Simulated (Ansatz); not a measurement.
## Straining Ba

These are results of DFT PBE, scalar-relativistic, plane waves, PAW (Ansatz 0.2.0), not measurements. Run with 420 eV cutoff, 6×8×6 k-mesh, Gaussian smearing of 0.10 eV, no spin polarisation.

Starting point, cell and atoms relaxed:

```xyz
4
Lattice="7.1066 0.0000 0.0000 0.0000 5.0010 0.0000 0.0000 0.0000 7.1135" Properties=species:S:1:pos:R:3 pbc="T T T"
Ba    3.5533    3.7516    1.7784
Ba    3.5533    1.2494    5.3352
Ba    0.0000    1.2511    1.7784
Ba    0.0000    3.7498    5.3352
```

Deformation: shear that moves c along a by the strain times its height over the a-b plane, the cell held and the atoms relaxed, all within the symmetry that the strain leaves. Energies are extrapolated to zero smearing.

```csv
strain (%),ΔE (meV/atom),a (Å),b (Å),c (Å)
-3.0,0.4,7.107,5.001,7.117
-2.0,0.2,7.107,5.001,7.115
-1.0,0.0,7.107,5.001,7.114
+0.0,0.0,7.107,5.001,7.114
+1.0,0.0,7.107,5.001,7.114
+2.0,0.2,7.107,5.001,7.115
+3.0,0.4,7.107,5.001,7.117
```

What stiffness (1/V) d²E/dε² at zero strain does a cubic fit over all points give?

A cubic fit gives (1/V) d²E/dε² = 2 GPa at zero strain (the shear constant for this plane and direction).